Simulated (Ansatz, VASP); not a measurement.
**AlN in VASP and in Ansatz**

```
Al N
1.0
     3.52221    0.00000    0.00000
     0.00000    4.88713    0.00000
    -1.42344    0.00000    3.22176
Al N
3 3
Direct
  0.50000 0.80866 0.50000
  0.50000 0.19134 0.50000
  0.50000 0.30866 0.00000
  0.00000 0.30866 0.50000
  0.50000 0.69134 0.00000
  0.00000 0.69134 0.50000
```

Alike in both runs: task single point; functional PBE; k mesh 6 × 4 × 6; occupations gaussian, width 0.1 eV; no spin polarisation.

|  | VASP | Ansatz |
| --- | --- | --- |
| version | VASP 6.6.1 | Ansatz 0.2.0 |
| potentials or method | VASP PAW PBE potentials, release 64 (Al, N) | scalar-relativistic, plane waves, PAW |
| plane-wave cutoff (eV) | 520 | 420 |
| valence electrons in the cell | 24 | 24 |

|  | VASP | Ansatz | Ansatz less VASP |
| --- | --- | --- | --- |
| gap on the k mesh at the Fermi level (eV) | none | none | - |
| rms of the force components (eV/Å) | 3.260 | 3.251 | -0.0084 |

Atom by atom the forces differ by 0.012 eV/Å (rms over components). A gap of «none» marks a metal or a gap that the smearing closes.

Caveats: forces of over 1 eV/Å show positions far from the minimum, so gaps and moduli don't describe the material at rest.
